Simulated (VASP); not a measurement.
These are LDA (Ceperley-Alder, Perdew-Zunger), VASP's LDA PAW potentials (set 64) (plane waves; VASP) values and carry that method's errors.

The input files of a VASP run:

### KPOINTS
```
Automatic mesh
0
Gamma
7 7 7
0 0 0
```

### INCAR
```
SYSTEM = CsBr
PREC = Accurate
ENCUT = 400
EDIFF = 1E-7
NELM = 100
ALGO = Normal
LREAL = .FALSE.
LASPH = .TRUE.
ISMEAR = -5
LMAXMIX = 4
LWAVE = .FALSE.
LCHARG = .TRUE.
LORBIT = 11
NEDOS = 601
ISIF = 2
```

### POSCAR
```
CsBr
1
    4.1455370516     0.0000000000     0.0000000000
    0.0000000000     4.1455370516     0.0000000000
    0.0000000000     0.0000000000     4.1455370516
Cs Br
1 1
Direct
  0.0000000000   0.0000000000   0.0000000000
  0.5000000000   0.5000000000   0.5000000000
```

POTCAR, in this order: Cs_sv Br (LDA.64 set). Program: vasp_std.

Output

OSZICAR:
```
       N       E                     dE             d eps       ncg     rms          rms(c)
DAV:   1     0.822040372930E+02    0.82204E+02   -0.58810E+03   480   0.940E+02
DAV:   2    -0.176114088993E+01   -0.83965E+02   -0.78552E+02   752   0.164E+02
DAV:   3    -0.698758986743E+01   -0.52264E+01   -0.52122E+01   596   0.477E+01
DAV:   4    -0.703257230621E+01   -0.44982E-01   -0.44971E-01   548   0.535E+00
DAV:   5    -0.703293694052E+01   -0.36463E-03   -0.36461E-03   600   0.474E-01    0.179E+00
DAV:   6    -0.683272318247E+01    0.20021E+00   -0.30447E-01   532   0.298E+00    0.109E+00
DAV:   7    -0.679581094125E+01    0.36912E-01   -0.13370E-01   580   0.196E+00    0.508E-01
DAV:   8    -0.679339227608E+01    0.24187E-02   -0.69595E-03   584   0.568E-01    0.894E-02
DAV:   9    -0.679314691947E+01    0.24536E-03   -0.70540E-04   564   0.177E-01    0.608E-02
DAV:  10    -0.679316444751E+01   -0.17528E-04   -0.56561E-05   596   0.521E-02    0.165E-02
DAV:  11    -0.679316536048E+01   -0.91297E-06   -0.10425E-05   560   0.206E-02    0.257E-03
DAV:  12    -0.679316521414E+01    0.14634E-06   -0.84324E-07   580   0.629E-03    0.790E-04
DAV:  13    -0.679316523267E+01   -0.18536E-07   -0.10304E-07   380   0.201E-03
   1 F= -.67931652E+01 E0= -.67931652E+01  d E =0.000000E+00
```

OUTCAR:
```
------------------------ aborting loop because EDIFF is reached ----------------------------------------
  FORCE on cell =-STRESS in cart. coord.  units (eV):
  Direction    XX          YY          ZZ          XY          YZ          ZX
  --------------------------------------------------------------------------------------
  Total        0.0018612      0.0018612      0.0018612     -0.0000000      0.0000000      0.0000000
  in kB        0.0418573      0.0418573      0.0418573     -0.0000000      0.0000000      0.0000000
  external PRESSURE =       0.0418573 kB  Pullay stress =       0.0000000 kB
  volume of cell :       71.24
      direct lattice vectors                 reciprocal lattice vectors
     4.145537052  0.000000000  0.000000000     0.241223269  0.000000000  0.000000000
     0.000000000  4.145537052  0.000000000     0.000000000  0.241223269  0.000000000
     0.000000000  0.000000000  4.145537052     0.000000000  0.000000000  0.241223269
 POSITION                                       TOTAL-FORCE (eV/Angst)
 -----------------------------------------------------------------------------------
      0.00000      0.00000      0.00000         0.000000      0.000000      0.000000
      2.07277      2.07277      2.07277         0.000000      0.000000      0.000000
 -----------------------------------------------------------------------------------
    total drift:                                0.000000      0.000000      0.000000
  FREE ENERGIE OF THE ION-ELECTRON SYSTEM (eV)
  ---------------------------------------------------
  free  energy   TOTEN  =        -6.7931652327 eV

  energy  without entropy=       -6.7931652327  energy(sigma->0) =       -6.79316523

 total charge

# of ion       s       p       d       tot
------------------------------------------
    1        1.839   4.679   0.045   6.562
    2        1.603   3.275   0.003   4.882
--------------------------------------------------
tot          3.443   7.954   0.048  11.445
```
(Selected blocks of OUTCAR.)

The compound is CsBr in the CsCl type structure. It was relaxed first, which changed the volume by -10 %.
